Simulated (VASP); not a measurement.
Cd: relaxation of the atoms with PBE+D3(BJ)

The system is Cd, a slab with vacuum.

```
Cd
1.0
     2.97887    0.00000    0.00000
    -1.48944    2.57978    0.00000
     0.00000    0.00000   23.42647
Cd
4
Direct
  0.66667 0.33333 0.32015
  0.33333 0.66667 0.44005
  0.66667 0.33333 0.55995
  0.33333 0.66667 0.67985
```

The slab is cut from a database's or a generator's crystal, which needn't be the stable form of the element.

The cell isn't the ideal one: the (0 0 1) slab of Cd, cut from the database cell, not relaxed.

```
Program                   : VASP 6.6.1
Task                      : relaxation of the atoms
Functional                : PBE
Dispersion                : D3(BJ)
Potentials or basis       : VASP PAW PBE potentials, release 64 (Cd)
Cutoff                    : 520 eV
k mesh                    : 10 × 10 × 1
Occupations               : gaussian, width 0.05 eV
Spin                      : no spin polarisation
Dipole correction         : yes
Atoms held fixed (from 0) : [0, 1]
Further INCAR settings    : ALGO = Fast; EDIFF = 1e-07; IBRION = 2; EDIFFG = -0.02; NSW = 40
```

| Item | Value |
| --- | --- |
| Energy gained by relaxing | 6.1 meV/atom |
| Ionic steps | 11 |
| Band gap on the k mesh | none (metal or under the smearing width) |
| Dispersion energy per atom | -0.363 eV |

Step by step:
```csv
step,energy change (eV),largest force (eV/Å),pressure (GPa)
1,0.0000,0.1559,-0.34
2,-0.0012,0.1552,-0.33
3,-0.0047,0.1545,-0.30
4,-0.0104,0.1520,-0.23
5,-0.0166,0.1645,-0.08
6,-0.0198,0.1454,-0.06
7,-0.0239,0.1445,0.00
8,-0.0239,0.1439,0.01
9,-0.0239,0.1439,0.01
10,-0.0241,0.1431,0.03
11,-0.0243,0.1423,0.05
```

Final structure:
```cif
data_structure
_symmetry_space_group_name_H-M 'P 1'
_symmetry_Int_Tables_number 1
_cell_length_a 2.9789
_cell_length_b 2.9789
_cell_length_c 23.4265
_cell_angle_alpha 90.000
_cell_angle_beta 90.000
_cell_angle_gamma 120.000
_cell_volume 180.03
loop_
_atom_site_label
_atom_site_type_symbol
_atom_site_fract_x
_atom_site_fract_y
_atom_site_fract_z
_atom_site_occupancy
Cd1 Cd 0.66667 0.33333 0.32015 1
Cd2 Cd 0.33333 0.66667 0.44005 1
Cd3 Cd 0.66667 0.33333 0.55398 1
Cd4 Cd 0.33333 0.66667 0.66952 1
```

Levels at points of the mesh, in eV from the Fermi level:
| k point | band 21 | band 22 | band 23 | band 24 | band 25 | band 26 | band 27 | band 28 |
| --- | --- | --- | --- | --- | --- | --- | --- | --- |
| (0.00, 0.00, 0.00) | -8.58 | -7.83 | -6.43 | -4.32 | -2.16 | 0.59 | 2.69 | 3.66 |
| (0.50, 0.00, 0.00) | -2.40 | -2.01 | -1.53 | -1.35 | 0.30 | 0.45 | 1.43 | 2.00 |

Wall time 12 min on 1 thread of Intel(R) Xeon(R) Platinum 8259CL CPU @ 2.50GHz (Skylake/Cascade Lake) (shared host), peak memory 0.36 GiB.
